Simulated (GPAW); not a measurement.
Runs of GPAW 26.7.0 on FeGe. It takes space group P6/mmm (No. 191, hexagonal). The conventional cell has a = 4.998 Å, b = 4.998 Å, c = 4.116 Å, α = 90.00°, β = 90.00°, γ = 120.00°. Around Ge (site symmetry -6m2) lie 6 Fe at 2.51 Å and 3 Ge at 2.89 Å. Ge (site symmetry 6/mmm) has 6 Fe at 2.50 Å as nearest neighbours. Around Fe (site symmetry mmm) lie 6 Ge at 2.50 to 2.51 Å and 4 Fe at 2.50 Å. The cell is a database's computed one.

```csv
task,level,potentials or basis,U,cell,k mesh,band path,band points,optimizer,fmax,max steps,mesh quality,gap on the mesh (eV),pressure (GPa),moment (μB)
band structure,PBEsol,"PAW data sets generated in the run's folder for this functional, pw",-,as given,4 × 4 × 4,"GMKGALHA,LM,KH",80,-,-,-,coarse,-,-8.6,4.51
band structure,r2SCAN,"GPAW PAW data sets (gpaw-data 1.2.1), pw",-,as given,4 × 4 × 4,"GMKGALHA,LM,KH",80,-,-,-,coarse,-,0.0,6.66
single point,PBEsol,"PAW data sets generated in the run's folder for this functional, pw",-,as given,6 × 6 × 7,-,-,-,-,-,not flagged,none,-9.2,4.26
band structure,LDA,"the program's PAW data sets (release 1.2.1) made for this functional, pw",-,as given,4 × 4 × 4,"GMKGALHA,LM,KH",80,-,-,-,coarse,-,-14.5,(a)
relaxation of cell and atoms,r2SCAN+D4,"GPAW PAW data sets (gpaw-data 1.2.1), pw",-,relaxed,4 × 4 × 4,-,-,BFGS,0.02 eV/Å,60,coarse,none,0.1,(b)
```

Alike in all rows: spin collinear, ferromagnetic start; cutoff (eV) 600; smearing fermi-dirac 0.05 eV.

Estimate the missing entries.

(a) 3.89; (b) 6.55.

Caveats: some runs use coarse meshes; the PAW data sets were made with another functional, which shifts forces and pressure a little (some runs); each step starts from the last one's moments, so a moment once lost doesn't come back (some runs); later steps reuse the first step's grids (some runs); pairwise dispersion overbinds metals, which lowers pressure and volume (some runs).

A k mesh can miss the band edges, and the runs leave out spin-orbit coupling on Ge.

A gap of «none» marks a metal or a gap under the smearing width.

Not every run made on this cell is shown here.
